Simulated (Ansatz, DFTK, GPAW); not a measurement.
**HfN: 4 runs at one level of theory**

```
CELL_PARAMETERS angstrom
3.13391 0.00000 0.00000
-1.56695 2.71404 0.00000
0.00000 0.00000 5.41677
ATOMIC_POSITIONS crystal
Hf 0.33333 0.66667 0.25000
Hf 0.66667 0.33333 0.75000
N 0.00000 0.00000 0.50000
N 0.00000 0.00000 0.00000
```

The cell comes from a database or a generator and needn't be the stable form of this composition.

Alike in all runs: task single point; functional PBEsol; k mesh 10 × 10 × 5; occupations fermi-dirac, width 0.05 eV; no spin polarisation; no spin-orbit coupling. Pressure is positive in compression and, in plane waves, holds the error of the finite cutoff, which Ansatz's Pulay term estimates and takes out.

```
                            program and potentials  plane-wave cutoff (eV)                                                                                                                              notes  pressure (GPa)
                                Ansatz, Ansatz PAW                     420  potentials made for PBE, which Ansatz adapts in part; 15.5 valence electrons an atom on average; Pulay term of +0.50 GPa included           -2.48
DFTK, PseudoDojo SR PBEsol 0.4.1 standard (PBEsol)                    1143                                                                                           8.5 valence electrons an atom on average           -3.33
    Ansatz, all-electron LAPW, scalar-relativistic                       -                                                                                                                                  -           -2.42
 GPAW, PAW data sets generated for this functional                     800                                                                                           8.5 valence electrons an atom on average           -2.12
```

The pressure spans -3.33 (DFTK, PseudoDojo SR PBEsol 0.4.1 standard (PBEsol)) to -2.12 GPa (GPAW, PAW data sets generated for this functional), with all-electron results at -2.42.

Differences between rows come from potentials, basis sets and numerical settings, since the functional is the same but for its coding. Runs on potential files found faulty are left out.
